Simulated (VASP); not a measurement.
The system is MgO.

```
Mg O
1.0
     0.00000    2.09700    2.09700
     2.09700    0.00000    2.09700
     2.09700    2.09700    0.00000
Mg O
1 1
Direct
  0.00000 0.00000 0.00000
  0.50000 0.50000 0.50000
```

The cell is a database's computed one.

Base run:

| Item | Value |
| --- | --- |
| Program | VASP 6.6.1 |
| Functional | r2SCAN |
| Potentials or basis | VASP PAW PBE potentials, release 64 (Mg, O) |
| Cutoff | 520 eV |
| k mesh | 12 × 12 × 12 |
| Occupations | gaussian, width 0.02 eV |
| Spin | no spin polarisation |

Its results: band gap on the k mesh 5.74 eV, direct.

Problem. The run is repeated on the same cell with these changes: functional from r2SCAN to PBE. What comes out?

Solution. Band gap on the k mesh 4.85 eV, direct.

r2SCAN gives the wider gap, since meta-GGAs in the generalised Kohn-Sham scheme recover part of the derivative discontinuity.

Not every run made on this cell is shown here.
